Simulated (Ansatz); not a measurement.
A surface is cut from this relaxed crystal of LiNbO₃:

```cif
data_structure
_symmetry_space_group_name_H-M 'R3c:H'
_symmetry_Int_Tables_number 161
_cell_length_a 5.1346
_cell_length_b 5.1346
_cell_length_c 13.8253
_cell_angle_alpha 90.000
_cell_angle_beta 90.000
_cell_angle_gamma 120.000
_cell_volume 315.65
loop_
_atom_site_label
_atom_site_type_symbol
_atom_site_symmetry_multiplicity
_atom_site_Wyckoff_symbol
_atom_site_fract_x
_atom_site_fract_y
_atom_site_fract_z
_atom_site_occupancy
Li1 Li 6 a 0.66667 0.33333 0.05159 1
Nb1 Nb 6 a 0.00000 0.00000 0.00069 1
O1 O 18 b 0.01070 0.38006 0.26979 1
```

Miller indices refer to the conventional cell of R3c (No. 161), a = 5.135 Å, b = 5.135 Å, c = 13.825 Å, α = 90.00°, β = 90.00°, γ = 120.00°. The bulk's gap is 3.50 eV.

The (012) slab of 15 planes, 10.2 Å thick with 15 Å of vacuum as cut; outer planes O (top) and Li (bottom).

Level of theory: DFT PBEsol, scalar-relativistic, plane waves, PAW in Ansatz. Cutoff 420 eV; k points 5×5×1 on the computed 30-atom cell (Γ-centred); Gaussian smearing, width 0.05 eV; no spin polarisation. The cell repeats along c with a dipole correction in the vacuum.

Results for the relaxed slab:

```json
{"Surface energy (mean of both faces)": "0.80 J/m²", "Gap of the slab on the mesh": "2.36 eV", "Dipole of the slab along +c, per cell": "-0.23 e·Å"}
```

Relaxation lowers the energy by 0.438 J/m² a face; the largest move is 0.415 Å.

```csv
plane (bottom to top),atoms,"spacing to next, bulk (Å)",relaxed (Å),change (%)
1,Li2,0.345,0.113,-67.3
2,O2,1.461,1.431,-2.1
3,O2,0.306,0.284,-7.2
4,Nb2,0.631,0.671,+6.2
5,O2,0.996,0.964,-3.2
6,Li2,0.345,0.401,+16.0
7,O2,1.461,1.454,-0.5
8,O2,0.306,0.275,-10.1
9,Nb2,0.631,0.704,+11.5
10,O2,0.996,1.016,+2.0
11,Li2,0.345,0.309,-10.4
12,O2,1.461,1.614,+10.5
13,O2,0.306,0.123,-59.9
14,Nb2,0.631,0.744,+17.8
15,O2,,,
```

The gap is read on a mesh, which can miss the band edges, so it can be too wide.